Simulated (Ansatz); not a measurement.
# Rh12Cl: the cost of one run

Method: DFT PBE+D3(BJ), scalar-relativistic, plane waves, PAW, in Ansatz 0.2.0.

2 further runs of the same task are left out: 2 set aside as unsound or not needed.

### 1 The starting structure

Symmetry: Fm-3m, No. 225, cubic system. Conventional cell: a = 3.794 Å, b = 3.794 Å, c = 3.794 Å, α = 90.00°, β = 90.00°, γ = 90.00°. Around Rh (site symmetry m-3m) lie 12 Rh at 2.68 Å.

Structure file:

```
Rh
1.0
     0.00000    1.89682    1.89682
     1.89682    0.00000    1.89682
     1.89682    1.89682    0.00000
Rh
1
Cartesian
  0.0000 0.0000 0.0000
```

This cell was relaxed beforehand with the same method: volume 13.65 Å³/atom, gap on the mesh none (metal).

### 2 The grid

Atoms count from 1 in the order of the input.

Cl is moved over the surface cell at a fixed height above a rigid substrate; the origin of the map has the adsorbate above Rh9; the height is held at 2.80 Å.

First coordinate, position of Cl13 along the first surface vector, from above Rh9: 6 values from 0.000 to 0.833, periodic. Second coordinate, position of Cl13 along the second surface vector, from above Rh9: 6 values from 0.000 to 0.833, periodic.

Nothing else is relaxed. Points are written as (first, second).

The two vectors of the plane (Å): (2.683, 0.000, 0.000); (-1.341, 2.323, 0.000).

### 3 Grid point (0/6, 0/6) of the map's two axes

The cell repeats along c, and a dipole correction in the vacuum removes the field between the copies.

input.yaml reads:

```yaml
crystal:
  lattice:
    - [5.3650160462, 0.0, 0.0]
    - [-2.6825080231, 4.6462401878, 0.0]
    - [0.0, 0.0, 21.6939918225]
  atoms:
    - { symbol: Rh, position: [0.3333333333, 0.1666666667, 0.1843828482] }
    - { symbol: Rh, position: [0.3333333333, 0.6666666667, 0.1843828482] }
    - { symbol: Rh, position: [0.8333333333, 0.1666666667, 0.1843828482] }
    - { symbol: Rh, position: [0.8333333333, 0.6666666667, 0.1843828482] }
    - { symbol: Rh, position: [0.1666666667, 0.3333333333, 0.2833554855] }
    - { symbol: Rh, position: [0.1666666667, 0.8333333333, 0.2833554855] }
    - { symbol: Rh, position: [0.6666666667, 0.3333333333, 0.2833554855] }
    - { symbol: Rh, position: [0.6666666667, 0.8333333333, 0.2833554855] }
    - { symbol: Rh, position: [0.0, 0.0, 0.3823174587] }
    - { symbol: Rh, position: [0.0, 0.5, 0.3823174587] }
    - { symbol: Rh, position: [0.5, 0.0, 0.3823174587] }
    - { symbol: Rh, position: [0.5, 0.5, 0.3823174587] }
    - { symbol: Cl, position: [0.0, 0.0, 0.5113854524] }
basis:
  ecutwfc: 420
kpoints:
  mp_grid: { grid: [6, 6, 1] }
hamiltonian:
  xc: pbe
  pseudopotentials: { kind: paw, azcp: { folder: soft_1 } }
  dispersion: d3bj
scf:
  occupations: { method: gaussian, width: 0.1 }
output:
  forces: true
  eigenvalues: true
efield:
  axis: 3
  dipole_correction: true
  ramp_width: 0.04
```

Run with:

```
$ ansatz run input.yaml --threads 2 --pin off --max-ram 6144MiB --backend cpu --events-out ev --progress --plain --runs-dir out
```

What time and memory should one allow on 2 threads of Intel Xeon 6975P-C (Granite Rapids), shared host?

About 18 s, with a peak of 1.1 GiB.
